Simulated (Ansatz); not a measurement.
A surface is cut from this relaxed crystal of CdTe:

```
Cd Te
1.0
     0.00000    3.30869    3.30869
     3.30869    0.00000    3.30869
     3.30869    3.30869    0.00000
Cd Te
1 1
Direct
  0.00000 0.00000 0.00000
  0.75000 0.75000 0.75000
```

Miller indices refer to the conventional cell of F-43m (No. 216), a = 6.617 Å, b = 6.617 Å, c = 6.617 Å, α = 90.00°, β = 90.00°, γ = 90.00°. The bulk's gap is 0.59 eV.

The (110) slab of 5 planes, 9.4 Å thick with 15 Å of vacuum as cut; outer planes CdTe (top) and CdTe (bottom).

All numbers below come from Ansatz, DFT PBE, scalar-relativistic, plane waves, PAW. Plane waves to 420 eV, a k mesh through Γ of 8×5×1 on the computed 10-atom cell and Gaussian smearing (0.05 eV); no spin polarisation. A dipole correction removes the field between periodic images along c.

With the atoms at the bulk's places:

- Surface energy (mean of both faces): 0.42 J/m²
- Gap of the slab on the mesh: 0.72 eV
- Bulk valence band top under the vacuum level: 4.98 eV
- Bulk conduction band bottom under the vacuum level: 4.39 eV

(1) What changes when all atoms relax within this surface cell and its symmetry?

Spin-orbit coupling is left out, which matters for the bands of heavy elements. An odd mesh misses points on the zone edge, so a gap read on it can be too wide. Gaps are read on the k points sampled, so a band crossing between them can be missed.

## Answers

(1) The energy falls by 0.220 J/m² a face, and the largest move is 0.68 Å.

```yaml
Surface_energy_mean_of_both_faces: 0.21 J/m²
Gap_of_the_slab_on_the_mesh: 1.25 eV
Bulk_valence_band_top_under_the_vacuum_level: 5.20 eV
Bulk_conduction_band_bottom_under_the_vacuum_level: 4.61 eV
```

```json
{"plane (bottom to top)": "1", "atoms": "CdTe", "spacing to next, bulk (Å)": "2.340", "relaxed (Å)": "2.115", "change (%)": "-9.6", "rumpling (Å)": "0.773"}
{"plane (bottom to top)": "2", "atoms": "CdTe", "spacing to next, bulk (Å)": "2.340", "relaxed (Å)": "2.372", "change (%)": "+1.4", "rumpling (Å)": "0.135"}
{"plane (bottom to top)": "3", "atoms": "CdTe", "spacing to next, bulk (Å)": "2.340", "relaxed (Å)": "2.372", "change (%)": "+1.4", "rumpling (Å)": "0.000"}
{"plane (bottom to top)": "4", "atoms": "CdTe", "spacing to next, bulk (Å)": "2.340", "relaxed (Å)": "2.115", "change (%)": "-9.6", "rumpling (Å)": "0.135"}
{"plane (bottom to top)": "5", "atoms": "CdTe", "spacing to next, bulk (Å)": "", "relaxed (Å)": "", "change (%)": "", "rumpling (Å)": "0.773"}
```